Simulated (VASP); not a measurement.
# Settings for NaF: self-consistent run

NaF, Fm-3m (no. 225), 2 atoms in the cell. MS2; PAW potentials Na_pv, F (PBE set). VASP 6.6.1.

Wanted: energy within 0.2 meV/atom; levels at the zone centre within 0.003 eV.

What the run is for: comparing ways to start; Accuracy asked: tight.

Levels at the zone centre: counted from the valence top at that point.

POSCAR:
```
NaF
1.0
    0.0000000000      2.3200000000      2.3200000000
    2.3200000000      0.0000000000      2.3200000000
    2.3200000000      2.3200000000      0.0000000000
Na F
1 1
Direct
    0.0000000000      0.0000000000      0.0000000000
    0.5000000000      0.5000000000      0.5000000000
```

## How the run starts (with a second run first, the time holds both)

| How the run starts (with a second run first, the time holds both) | Energy less reference (meV/atom) | Levels at the zone centre, largest deviation (eV) | Time (s) |
|---|---|---|---|
| from scratch: 24 SCF iterations | 0.00 | 0.0000 | 61 |
| PBE orbitals (WAVECAR): 11 + 10 SCF iterations | 0.00 | 0.0006 | 38 |
| PBE density (CHGCAR): 11 + 23 SCF iterations | 0.00 | 0.0004 | 70 |
| loose PBE orbitals: 9 + 11 SCF iterations | 0.00 | 0.0000 | 39 |

## Question

For each series: keep the first row unless others stay within half of the tolerance and take at least 30 % less time, and then take the fastest.

## Answer

- How the run starts (with a second run first, the time holds both): PBE orbitals (WAVECAR): 11 + 10 SCF iterations

## All choices together

| Input | Energy less reference (meV/atom) | Levels at the zone centre, largest deviation (eV) | Time (s) |
|---|---|---|---|
| chosen settings | 0.00 | 0.0006 | 38 |
| reference settings throughout | 0.00 | 0.0000 | 61 |

The tolerance is met.

Values of the reference run: Levels at the zone centre: 0, 0, 6.6 eV from the valence top at Gamma.

## The input

INCAR.step1:
```
SYSTEM = NaF
ISMEAR = 0
SIGMA = 0.03
LWAVE = .True.
LCHARG = .True.
ISIF = 2
PREC = Accurate
LASPH = .True.
LREAL = .False.
ALGO = Normal
EDIFF = 1E-5
NELM = 120
GGA_COMPAT = .False.
ENCUT = 580
EFERMI = MIDGAP
GGA = PE
```

INCAR.step2:
```
SYSTEM = NaF
METAGGA = MS2
ISMEAR = 0
SIGMA = 0.03
LWAVE = .False.
LCHARG = .False.
ISIF = 2
PREC = Accurate
LASPH = .True.
LREAL = .False.
ALGO = Normal
EDIFF = 1E-6
NELM = 120
GGA_COMPAT = .False.
ENCUT = 580
EFERMI = MIDGAP
LMIXTAU = .True.
ISTART = 1
```

KPOINTS:
```
k-points
0
Gamma
  9 9 9
```

Commands (each step's output is kept before the next begins):
```
cat potpaw_PBE.64/Na_pv/POTCAR potpaw_PBE.64/F/POTCAR > POTCAR
cp INCAR.step1 INCAR
mpirun -np 1 vasp_std > vasp.out
cp INCAR.step2 INCAR
mpirun -np 1 vasp_std > vasp.out
```

The chosen input took VASP 6.6.1 38 s on 1 core (Intel Xeon Platinum 8488C (Sapphire Rapids)), a shared host.
